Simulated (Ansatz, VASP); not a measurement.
# Te2Pt (Moncheite): VASP beside Ansatz

```
Pt Te
1.0
     3.95580    0.00000    0.00000
    -1.97790    3.42583    0.00000
     0.00000    0.00000    5.13071
Pt Te
1 2
Direct
  0.00000 0.00000 0.00000
  0.66667 0.33333 0.75000
  0.33333 0.66667 0.25000
```

Change from the starting cell: volume scaled by 0.96.

Alike in both runs: task single point; functional PBEsol; k mesh 8 × 8 × 5; occupations fermi-dirac, width 0.05 eV; no spin polarisation.

|  | VASP | Ansatz |
| --- | --- | --- |
| version | VASP 6.6.1 | Ansatz 0.2.0 |
| potentials or method | VASP PAW PBE potentials, release 64 (Pt, Te) | Ansatz PAW |
| plane-wave cutoff (eV) | 520 | 420 |
| valence electrons in the cell | 22 | 50 |

|  | VASP | Ansatz | Ansatz less VASP |
| --- | --- | --- | --- |
| gap on the k mesh at the Fermi level (eV) | none | none | - |
| pressure (GPa) | 9.6 | 9.7 | +0.06 |
| largest component of the traceless stress (GPa) | 2.06 | 2.08 | +0.011 |
| rms of the force components (eV/Å) | 0.606 | 0.601 | -0.0058 |

Atom by atom the forces differ by 0.006 eV/Å (rms over components). A gap of «none» marks a metal or a gap that the smearing closes. The functional is the same, so the differences come from potentials, cutoffs and numerics. The two sets of potentials don't hold the same shells in valence.

Caveats: the PAW data sets were made with another functional, which shifts forces and pressure a little (VASP); the PAW data sets come from PBE, with cores solved anew for the run's functional, which leaves a small shift of forces and pressure (Ansatz); forces of over 1 eV/Å show positions far from the minimum, so gaps and moduli don't describe the material at rest (Ansatz). The runs have no spin-orbit coupling, so splittings on Pt, Te are missing.
